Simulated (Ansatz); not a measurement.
This script drives the Python package of Ansatz (0.2.0).

Input file `tipbo3.vasp`:
```text
TiPbO3
1.0
   3.96390000    0.00000000    0.00000000
   0.00000000    3.96390000    0.00000000
   0.00000000    0.00000000    3.96390000
Ti Pb O
1 1 3
Direct
   0.50000000    0.50000000    0.50000000
   0.00000000    0.00000000    0.00000000
   0.00000000    0.50000000    0.50000000
   0.50000000    0.00000000    0.50000000
   0.50000000    0.50000000    0.00000000
```

The script, `dfpt_tipbo3.py`:
```python
"""Zone-centre and zone-boundary phonons of TiPbO3 by linear response."""

from pathlib import Path

import ansatz as az
from ase.io import read
import numpy as np

atoms = read("tipbo3.vasp", format="vasp")
xtal = az.Crystal.from_ase(atoms)

calc = (
    xtal.calculation()
    .functional("PBE", dispersion="d4")
    .accuracy("medium")
    .occupations(az.OccupationsMethod.FIXED)
    .eigensolver("auto")
    .scf(max_iterations=60)
    .kpoints(4, 4, 4)
    .phonons("dfpt")
)
result = calc.run(threads=1, pin="off", runs_dir="runs")
ph = result.phonons

print("Gamma modes (1/cm):", " ".join(f"{w:.1f}" for w in ph.gamma_omega_inv_cm))
print("in meV:", " ".join(f"{w * 0.1239842:.2f}" for w in ph.gamma_omega_inv_cm))
```

It is started by `python dfpt_tipbo3.py`. Estimate its wall time and peak memory on 1 thread of Arm Neoverse V1 (shared host).

It took about 34 s, with a peak of 0.62 GiB, for 1 run of the engine.

`python dfpt_tipbo3.py` gives:
```text
DeckWarning: basis.ecutwfc = 420 eV, auto-derived from the records' recommended cutoffs: set by Ti (normal level)
Gamma modes (1/cm): -225.8 -225.8 -225.8 0.0 0.0 0.0 81.3 81.3 81.3 224.1 224.1 224.1 460.4 460.4 460.4
in meV: -28.00 -28.00 -28.00 0.00 0.00 0.00 10.08 10.08 10.08 27.79 27.79 27.79 57.09 57.09 57.09
```
(Warnings from the package without file and line.)

Reading the output:
- These settings explore the input space; cutoff and mesh may be short of convergence.
- Spin is left out of this run.
- The cell isn't relaxed first, so the values belong to this volume.
- A negative frequency stands for an imaginary mode.
- Of the deposited cell: it was measured well above room temperature.
- Spin-orbit coupling, which matters for elements this heavy, is left out.
- No non-analytic term is added, so at the zone centre the longitudinal optical modes of a polar crystal aren't split off.
- The starting cell is as deposited in a crystallographic database; the results hold for this polymorph, which needn't be the stable one.
- The structure is taken as given; imaginary modes can come from an unrelaxed or unstable start.

(Lines on the test bed's own set-up are left out of the output.)
